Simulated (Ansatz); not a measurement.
KF in the CsCl structure, relaxed with r2SCAN in the plane-wave code Ansatz. It is cubic, Pm-3m (No. 221); conventional cell a = 3.179 Å, 16.06 Å³ an atom. Around K lie 8 F at 2.75 Å; around F lie 8 K at 2.75 Å.

The axes x, y and z are those of this cell:
```
K F
1.0
     3.17887    0.00000    0.00000
     0.00000    3.17887    0.00000
     0.00000    0.00000    3.17887
K F
1 1
Direct
  0.00000 0.00000 0.00000
  0.50000 0.50000 0.50000
```

Unstrained: PBE gives an indirect gap of 6.816 eV, from M to Γ; the least direct gap is 6.852 eV at Γ. The r2SCAN gap is indirect, 7.724 eV (M to Γ), below the direct gap of 7.755 eV at Γ. HSE06 gives an indirect gap of 8.918 eV, from M to Γ; the least direct gap is 8.948 eV at Γ. Meshes: PBE 8×8×8, r2SCAN 8×8×8, HSE06 6×6×6. Strains are changes of length per length, and xy shears are angles. After each strain the atoms were relaxed again with r2SCAN within the symmetry that the strain leaves, so tilts or polar shifts that break it weren't tested; points keep the names that they have in the unstrained zone. These are computed values for a spin-unpolarised cell that may be hypothetical; none is a measurement.

Question: Apply epitaxial +3.79 % in the xy plane, free normal strain -0.55 %. How far does the gap move, against the unstrained cell?

Answer: PBE: the gap goes from 6.816 to 6.204 eV (-0.612 eV). r2SCAN: the gap goes from 7.724 to 7.083 eV (-0.641 eV). HSE06: the gap goes from 8.918 to 8.268 eV (-0.650 eV). The r2SCAN energy rises by 15.0 meV an atom.

Question: Apply xy shear, engineering strain (angle) -2.2 %. How far does the gap move, against the unstrained cell?

Answer: PBE: the gap goes from 6.816 to 6.816 eV (0.000 eV). r2SCAN: the gap goes from 7.724 to 7.724 eV (0.000 eV). HSE06: the gap goes from 8.918 to 8.919 eV (+0.001 eV). The r2SCAN energy rises by 0.3 meV an atom.

The meshes of the hybrids are coarse, so their gaps aren't converged to the digits shown.
